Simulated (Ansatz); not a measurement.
# HfO2: the change of pressure with volume scale

Results calculated with Ansatz 0.2.0, not measured. Periodic Kohn-Sham DFT of a crystal at fixed atoms, scaled to volume_scale times the given cell; pressure positive in compression, energy less spherical unpolarised free atoms, largest_vzz the field gradient of largest size among the nuclei.

The cell before it is scaled or strained (space group Fm-3m, No. 225):
```
HfO2
1.0
      0.0000     2.5575     2.5575
      2.5575     0.0000     2.5575
      2.5575     2.5575     0.0000
Hf O
1 2
Direct
  0.00000 0.00000 0.00000
  0.25000 0.25000 0.25000
  0.75000 0.75000 0.75000
```

Settings of every row: method frozen-core PAW; functional PBE; relativity scalar; k mesh 9x9x9; filling fermi-dirac; smearing width 0.01 eV; wave cutoff 420 eV; paw set soft_2.

Atom start moment: 0 on all atoms.

Limits: no spin-orbit coupling on heavy atoms.

| row | volume scale | V (Å³/atom) | pressure (GPa) |
| --- | --- | --- | --- |
| 1 | 0.94 | 10.483 | 14.15 |
| 2 | 0.96 | 10.706 | 8.021 |
| 3 | 0.98 | 10.929 | 2.506 |
| 4 | 0.99 | 11.041 | -0.043 |
| 5 | 1 | 11.152 | -2.46 |
| 6 | 1.01 | 11.264 | ? |
| 7 | 1.02 | 11.375 | -6.924 |
| 8 | 1.04 | 11.598 | -10.953 |
| 9 | 1.06 | 11.821 | -14.582 |

Question: what pressure should row 6 give?

Worked fit of pressure. Take u = (V_r/V)^(2/3) − 1 with V_r = 11.096 Å³ an atom, which is twice the finite (Eulerian) strain; such expansions in the strain, on which the Birch-Murnaghan equation of state is built, carry the rest volume and the bulk modulus. The shown rows have u = 0.03861, 0.02414, 0.01016, 0.00332, -0.00335, -0.01642, -0.02907, -0.04132. Least squares give pressure = −1.2573 + 360.719 × u + 960.19 × u² + 839 × u³ GPa; a parabola predicts inner rows, each left out in turn, worse (root mean square 0.014 against 0.0046 GPa). The rows lie off it by 0.000, -0.001, -0.002, 0.006, -0.005, 0.001, 0.000, 0.000 (root mean square 0.0029 GPa). The pressure vanishes at u = 0.0035, or V = 11.04 Å³ an atom, and there the bulk modulus at fixed shape and fractions is B = −V dP/dV = (2/3)(1 + u) dP/du = 246 GPa. The withheld row has u = -0.00997, so the fit gives −1.2573 + 360.719 × (-0.00997) + 960.19 × (-0.00997)² + 839 × (-0.00997)³ = -4.759 GPa.

The calculation gave -4.75 GPa. The fit lies 0.009 GPa (0.031 % of the column's range) below it; its largest miss of a shown row is 0.006 GPa.
